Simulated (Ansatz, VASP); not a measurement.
One calculation of WC, two programs

File INCAR:

```
SYSTEM = WC
PREC     = Accurate       ! precision mode
ENCUT    = 520            ! plane-wave cutoff, eV
EDIFF    = 1E-7           ! SCF threshold, eV
ISMEAR   = -1             ! smearing method
SIGMA    = 0.05           ! smearing width, eV
LREAL    = .FALSE.        ! projectors in reciprocal space
LASPH    = .TRUE.         ! aspherical terms in the spheres
NELM     = 80             ! most SCF steps
ALGO     = Normal         ! electronic algorithm
ISIF     = 2              ! what is computed and relaxed
LWAVE    = .FALSE.        ! write WAVECAR
LCHARG   = .FALSE.        ! write CHGCAR
GGA      = PE             ! functional
NBANDS   = 16             ! bands
```

File KPOINTS:

```
regular mesh
0
G
  13 13 12
  0 0 0
```

POSCAR

```
WC
1.0
    2.9005014360      0.0000000000      0.0000000000
   -1.4502507180      2.5119079273      0.0000000000
    0.0000000000      0.0000000000      2.8572900000
W C
1 1
Direct
    0.0000000000      0.0000000000      0.0000000000
    0.6666666667      0.3333333333      0.5000000000
```

Input for Ansatz:

```yaml
crystal:
  lattice:
    - [2.900501436, 0.0, 0.0]
    - [-1.450250718, 2.5119079273, 0.0]
    - [0.0, 0.0, 2.85729]
  atoms:
    - { symbol: W, position: [0.0, 0.0, 0.0] }
    - { symbol: C, position: [0.6666666667, 0.3333333333, 0.5] }
kpoints:
  mp_grid: { grid: [13, 13, 12] }
  band_path:
    path:
      - [0.0, 0.0, 0.0]
      - [0.5, 0.0, 0.0]
      - [0.3333333333, 0.3333333333, 0.0]
      - [0.0, 0.0, 0.0]
      - [0.0, 0.0, 0.5]
      - [0.5, 0.0, 0.5]
      - [0.3333333333, 0.3333333333, 0.5]
      - [0.0, 0.0, 0.5]
      - [0.5, 0.0, 0.5]
    npoints: 5
scf:
  occupations: { method: fermi_dirac, width: 0.05 }
hamiltonian:
  xc: pbe
  pseudopotentials: { kind: all_electron, lapw: { basis_error: 0.001 } }
output:
  forces: true
  stress: true
  eigenvalues: true
```

Change from the starting cell: zz strain of +1 %.

Alike in both runs: task single point; functional PBE; k mesh 13 × 13 × 12; occupations fermi-dirac, width 0.05 eV; no spin polarisation.

```csv
,VASP,Ansatz
version,VASP 6.6.1,Ansatz 0.2.0
potentials or method,"VASP PAW PBE potentials, release 64 (W_sv, C)","all-electron LAPW, scalar-relativistic"
plane-wave cutoff (eV),520,see its input
```

Ansatz gave:

| Property | Result |
| --- | --- |
| pressure (GPa) | 4.0 |
| largest component of the traceless stress (GPa) | 5.05 |

Which values does VASP return?

Pressure (GPa): 5.1; largest component of the traceless stress (GPa): 4.86.

Ansatz ran all-electron here, so the differences hold the error of VASP's frozen core and of both bases.

Spin-orbit coupling is left out, which matters for the levels of W.
